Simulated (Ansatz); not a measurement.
## CdSe (F-43m): spin-orbit coupling beyond the local functionals

How far does spin-orbit coupling move the gap of CdSe (F-43m)?

Main program and level: Ansatz 0.2.0; density functionals with and without spin-orbit coupling, plane waves, PAW.

**The experiments to reproduce.**

- Gap 1.69 ± 0.02 eV: direct gap from (alpha E)^2 extrapolation; spectroscopic ellipsometry; 300 K; film (fully relaxed MBE film, 304 nm) on GaAs(100) (“Band gap bowing of binary alloys: Experimental results compared to theoretical tight-binding supercell calculations for CdZnSe”, 2010, arxiv:1007.2297).

This is a report of a sequence of runs, with most program output left out.

### 1. Set-up

Symmetry: F-43m, No. 216, cubic system. The conventional cell has a = 6.050 Å, b = 6.050 Å, c = 6.050 Å, α = 90.00°, β = 90.00°, γ = 90.00°. Nearest to Cd lie 4 Se at 2.62 Å. Nearest to Se lie 4 Cd at 2.62 Å. Farther neighbours and most contacts between anions are not listed.

As a file:

```cif
data_structure
_symmetry_space_group_name_H-M 'P 1'
_symmetry_Int_Tables_number 1
_cell_length_a 4.2780
_cell_length_b 4.2780
_cell_length_c 4.2780
_cell_angle_alpha 60.000
_cell_angle_beta 60.000
_cell_angle_gamma 60.000
_cell_volume 55.36
loop_
_atom_site_label
_atom_site_type_symbol
_atom_site_fract_x
_atom_site_fract_y
_atom_site_fract_z
_atom_site_occupancy
Cd1 Cd 0.00000 0.00000 0.00000 1
Se2 Se 0.75000 0.75000 0.75000 1
```

Geometry: measured lattice cell, ions relaxed with PBE; the structure entry is the Materials Project's. The runs that relaxed it are not among those shown.

### 2. HSE06, 4×4×4 mesh

This step: DFT, HSE06, plane waves, PAW; PAW set soft_1.

input.yaml reads:

```yaml
crystal:
  lattice:
    - [0.0, 3.025, 3.025]
    - [3.025, 0.0, 3.025]
    - [3.025, 3.025, 0.0]
  atoms:
    - { symbol: Cd, position: [0.0, 0.0, 0.0] }
    - { symbol: Se, position: [0.75, 0.75, 0.75] }
kpoints:
  mp_grid: { grid: [4, 4, 4] }
  band_path:
    path:
      - [0.0, 0.0, 0.0]
      - [-0.5, -0.5, 0.0]
      - [-0.375, -0.375, 0.25]
      - [-0.375, 0.0, 0.375]
      - [0.0, 0.0, 0.5]
      - [-0.5, -0.25, 0.25]
    npoints: 1
hamiltonian:
  xc: hse06
  pseudopotentials: { kind: paw, azcp: { folder: soft_1 } }
scf:
  occupations: { method: fixed }
  n_extra_bands: 4
output:
  eigenvalues: true
```

Started as:

```sh
> ansatz run input.yaml --threads 3 --pin off --max-ram 92160MiB --backend cuda --events-out ev --progress --plain --runs-dir out --devices 1 --max-vram 13GiB
```

Elapsed: 15 s, on 1 × NVIDIA H100 80GB HBM3 (shared by 6 runs) with 3 threads of AMD EPYC 7R13 (Zen 3), shared host; peak memory 1.1 GiB.

This step gave:

* gap: 1.601 eV
* valence top at: Γ
* conduction bottom at: Γ
* least direct gap: 1.601 eV
* exact-exchange fraction: 0.25

The gap is direct, at Γ.

### 3. HSE06+SOC, 4×4×4 mesh

Spin-orbit coupling can split or shift the edges; a non-collinear run measures by how much.

This step: DFT, HSE06 with spin-orbit coupling, plane waves, PAW; PAW set soft_1.

input.yaml, the sections that differ from step 2:

```yaml
hamiltonian:
  xc: hse06
  pseudopotentials: { kind: paw_fr, azcp: { folder: soft_1 } }
scf:
  occupations: { method: fermi_dirac, width: 0.02 }
  n_extra_bands: 8
magnetization:
  noncollinear: true
  spin_orbit: true
# crystal, kpoints, output: as in step 2
```

Elapsed: 28 s, on 1 × NVIDIA H100 80GB HBM3 (shared by 6 runs) with 3 threads; peak memory 1.5 GiB; 46 s of CPU time.

Numbers from this step:

```yaml
gap: 1.465 eV
valence_top_at: Γ
conduction_bottom_at: Γ
least_direct_gap: 1.465 eV
exact_exchange_fraction: 0.25
```

The gap stands −0.14 eV against HSE06.

### 4. Together

Times are wall times on 1 × NVIDIA H100 80GB HBM3 (shared by 6 runs) with 3 threads of AMD EPYC 7R13 (Zen 3), shared host, good to a factor of about two.

```tsv
level	gap (eV)	with coupling (eV)	change (eV)	time	with coupling
HSE06	1.60	1.47	−0.14	15 s	28 s
```

### 5. Results

| Property | Result |
| --- | --- |
| HSE06 | 1.60 eV |
| HSE06+SOC | 1.47 eV |

In words: Spin-orbit coupling changes the gap by −0.14 eV and the least direct gap by −0.14 eV. Against experiment, by HSE06+SOC: the direct gap of 1.47 eV lies −0.22 eV from the measured 1.69 ± 0.02 eV (direct, 300 K, on GaAs(100), 2010). An exciton line or allowed optical edge lies below the quasiparticle gap by the binding energy; a forbidden edge can push the onset above it. The lattice is static and excitons are left out.

[Paths, hosts, dates, memory and timing lines, banners, echoed tables and standing remarks are left out of the program output.]

[Logs are printed without paths, hosts, clocks, repeated set-up lines and the standing remarks that a program may print on its own settings, such as how far it seeks lower states.]

[Runs of the session that timed out or met a known fault of the program may be left out.]

[Cells called generated may have been cut or substituted from an entry of the Crystallography Open Database or the Materials Project.]

[Hosts, paths, dates, database ids (printed as entryN), source tags and the programs' standing remarks are cut or masked in the printed files.]
